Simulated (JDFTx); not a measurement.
Crystal: Ag.

```
Ag
1.0
     0.00000    2.04275    2.04275
     2.04275    0.00000    2.04275
     2.04275    2.04275    0.00000
Ag
1
Direct
  0.00000 0.00000 0.00000
```

```yaml
Program: JDFTx 1.7.0 (patched build)
Task: relaxation of cell and atoms
Functional: PBE
Potentials_or_basis: SPMS-PBE-1.0 with smoothed tails
Cutoff: 1088 eV
Density_cutoff: 4354 eV
k_mesh: 11 × 11 × 11
Occupations: fermi-dirac, width 0.05 eV
Spin: no spin polarisation
```

At the start: pressure 4.6 GPa; volume 17.05 Å³/atom.

**Question.** Where does the relaxation end?

**Answer.** Over 6 steps the energy falls by 10.3 meV/atom and the volume is 17.81 Å³/atom (+4.5 %); space group Fm-3m (No. 225, to 0.05 Å).

Step by step:
| step | energy change (eV) | largest force (eV/Å) | pressure (GPa) | volume (Å³) |
| --- | --- | --- | --- | --- |
| 1 | 0.0000 | 0.0000 | 4.58 | 17.05 |
| 2 | -0.0030 | 0.0000 | 3.76 | 17.16 |
| 3 | -0.0101 | 0.0000 | 0.54 | 17.71 |
| 4 | -0.0103 | 0.0000 | 0.09 | 17.80 |
| 5 | -0.0103 | 0.0000 | 0.02 | 17.81 |
| 6 | -0.0103 | 0.0000 | 0.00 | 17.81 |

Final structure:
```yaml
crystal:
  lattice:
    - [0.00000, 2.07292, 2.07292]
    - [2.07292, 0.00000, 2.07292]
    - [2.07292, 2.07292, 0.00000]
  atoms:
    - { symbol: Ag, position: [0.00000, 0.00000, 0.00000] }
```
